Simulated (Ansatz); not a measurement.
Runs of Ansatz 0.2.0 on N. It takes space group Pa-3 (No. 205, cubic). Conventional cell: a = 5.561 Å, b = 5.561 Å, c = 5.561 Å, α = 90.00°, β = 90.00°, γ = 90.00°. N (site symmetry 3) has 1 N at 1.11 Å as nearest neighbours. 

| task | level | cell | cutoff (eV) | gap on the mesh (eV) | pressure (GPa) | relaxed volume (Å³/atom) | largest force (eV/Å) |
| --- | --- | --- | --- | --- | --- | --- | --- |
| single point | PBE | atoms moved at random, drawn with an rms of 0.05 Å | 420 | 7.20 | 2.6 | - | 8.25 |
| single point | PBE | as given | 420 | (a) | 0.0 | - | 0.60 |
| relaxation of cell and atoms | PBEsol | relaxed | 420 | (b) | 0.0 | 28.50 | 0.01 |
| relaxation of cell and atoms | r2SCAN | relaxed | 500 | 8.25 | 0.0 | 23.60 | - |

Alike in all rows: potentials or basis Ansatz PAW; no spin polarisation; k mesh 5 × 5 × 5; smearing fermi-dirac 0.05 eV.

**Question.** Estimate the missing entries.

**Answer.** (a) 7.28; (b) 7.68.

Caveats: odd divisions of the mesh miss points on the zone boundary, where band edges often lie, so the gap on the mesh can be too wide; the plane-wave basis is chosen anew once the cell has moved, so the energies of steps on either side of that aren't comparable (some runs); the PAW data sets come from PBE, with cores solved anew for the run's functional, which leaves a small shift of forces and pressure (some runs); the volume moved by over 15 % at a fixed basis, so the end points are rough (some runs).

A k mesh can miss the band edges.
